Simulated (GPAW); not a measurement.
Runs of GPAW 26.7.0 on Se. It takes space group P3_121 (No. 152, trigonal). The conventional cell has a = 4.366 Å, b = 4.366 Å, c = 4.954 Å, α = 90.00°, β = 90.00°, γ = 120.00°. Around Se (site symmetry 2) lie 2 Se at 2.37 Å. 

```tsv
task	level	potentials or basis	cell	k mesh	smearing	eigensolver	optimizer	fmax	max steps	convergence	gap on the mesh (eV)	pressure (GPa)	relaxed volume (Å³/atom)	largest force (eV/Å)
relaxation of cell and atoms	revTPSS+D3(BJ)	GPAW PAW data sets (gpaw-data 1.2.1), pw	relaxed	5 × 5 × 4	fermi-dirac 0.05 eV	davidson	BFGS	0.05 eV/Å	40	-	0.96	0.0	23.20	0.01
single point	PBEsol	PAW data sets generated in the run's folder for this functional, pw	as given	7 × 7 × 6	gaussian 0.1 eV	-	-	-	-	-	1.14	(b)	-	0.31
relaxation of cell and atoms	PBEsol+D3(BJ)	PAW data sets generated in the run's folder for this functional, pw	relaxed	7 × 7 × 6	fermi-dirac 0.05 eV	-	BFGS	0.01 eV/Å	60	density=1e-05 forces=0.0001	(a)	0.0	(c)	-
relaxation of cell and atoms	PBEsol+D4	PAW data sets generated in the run's folder for this functional, pw	relaxed to -1 GPa	7 × 7 × 6	fermi-dirac 0.05 eV	-	FIRE	0.02 eV/Å	100	density=1e-05 forces=0.0001	0.87	-0.9	-	0.01
relaxation of cell and atoms	BLYP+D3(BJ)	PAW data sets generated in the run's folder for this functional, pw	relaxed to -2 GPa	7 × 7 × 6	fermi-dirac 0.05 eV	davidson	FIRE	0.02 eV/Å	60	density=1e-05 forces=0.0001	0.92	-2.0	-	-
relaxation of cell and atoms	BLYP+D4	PAW data sets generated in the run's folder for this functional, pw	relaxed	7 × 7 × 6	fermi-dirac 0.05 eV	davidson	LBFGS	0.02 eV/Å	100	density=1e-05 forces=0.0001	0.91	0.0	25.14	0.01
```

Alike in all rows: no spin polarisation; cutoff (eV) 600.

Question: Estimate the missing entries.

Answer: (a) 0.79; (b) 0.2; (c) 22.32.

Caveats: an odd mesh through Γ misses points on the zone boundary, where band edges often lie; later steps reuse the first step's grids (some runs); the PAW data sets were made with another functional, which shifts forces and pressure a little (some runs); the volume moved by -15 % from the deposited cell, more than functionals usually miss (some runs); the volume moved by over 15 % at a fixed basis, so the end points are rough (some runs); the volume moved by -18 % from the deposited cell, more than functionals usually miss (some runs).

A k mesh can miss the band edges, and the runs leave out spin-orbit coupling on Se.

Runs at the PBE level aren't shown here.
